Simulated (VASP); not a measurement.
Set up this calculation in VASP 6.6.1, as the native input.

```yaml
Task: relaxation of cell and atoms
Functional: r2SCAN
Dispersion: rVV10
Potentials_or_basis: VASP PAW PBE potentials, release 64 (Fe, O)
Cutoff: 600 eV
k_mesh: 8 × 8 × 8
Occupations: gaussian, width 0.05 eV
Spin: collinear spin, ferromagnetic start
Starting_moments: "[3.0, 0.0] μB"
Further_INCAR_settings: ALGO = Normal; EDIFF = 1e-06; IBRION = 2; EDIFFG = -0.01; NSW = 60; ISIF = 3
```

The structure of FeO lies in POSCAR:

```
FeO
1.0
    1.5176821100      0.8762341800      2.5157945800
   -1.5176821100      0.8762341800      2.5157945800
    0.0000000000     -1.7524683500      2.5157945800
Fe O
1 1
Direct
    0.0000000000      0.0000000000      0.0000000000
    0.5000000000      0.5000000000      0.5000000000
```

One way to write it, as run:

INCAR

```
SYSTEM = FeO
  ALGO = Normal
  BPARAM = 11.95
  CPARAM = 0.0093
  EDIFF = 1E-6
  EDIFFG = -0.01
  ENCUT = 600
  IBRION = 2
  ISIF = 3
  ISMEAR = 0
  ISPIN = 2
  IVDW_NL = 2
  LASPH = .TRUE.
  LCHARG = .FALSE.
  LMAXMIX = 4
  LMIXTAU = .TRUE.
  LORBIT = 11
  LREAL = .FALSE.
  LUSE_VDW = .TRUE.
  LWAVE = .FALSE.
  MAGMOM = 3 0
  METAGGA = R2SCAN
  NELM = 100
  NSW = 60
  PREC = Accurate
  SIGMA = 0.05
```

KPOINTS

```
k-points
0
G
  8 8 8
  0 0 0
```

Potentials or basis: VASP PAW PBE potentials, release 64 (Fe, O).

Command:

```sh
$ cat potpaw_PBE.64/Fe/POTCAR potpaw_PBE.64/O/POTCAR > POTCAR
$ mpirun -np 1 vasp_std > vasp.out
```

It gave:

```
Relaxed volume                                        : 9.63 Å³/atom
Relaxed cell                                          : a = 3.009 Å, b = 3.009 Å, c = 3.009 Å, α = 59.97°, β = 59.97°, γ = 59.97°
Space group after relaxing (to 0.05 Å)                : Fm-3m (No. 225)
Energy gained by relaxing                             : 11.5 meV/atom
Ionic steps                                           : 9
Pressure after relaxing                               : 0.0 GPa
Band gap on the k mesh                                : none (metal or under the smearing width)
Net moment                                            : 4.00 μB per cell
Site moments                                          : Fe +3.68; O +0.29 μB
Valence electrons inside the program's atomic spheres : Fe 6.77; O 5.05
```

Caveat: the PAW data sets were made with another functional, which shifts forces and pressure a little; a cell with one magnetic atom can't hold antiferromagnetic order, which such compounds often take; semilocal functionals often make such compounds metallic where correlation or magnetic order opens a gap, which also shifts bond lengths.

Run time: 11 min on 1 thread of AMD EPYC 9R45 (Zen 5), on a shared host, peak memory 0.23 GiB.
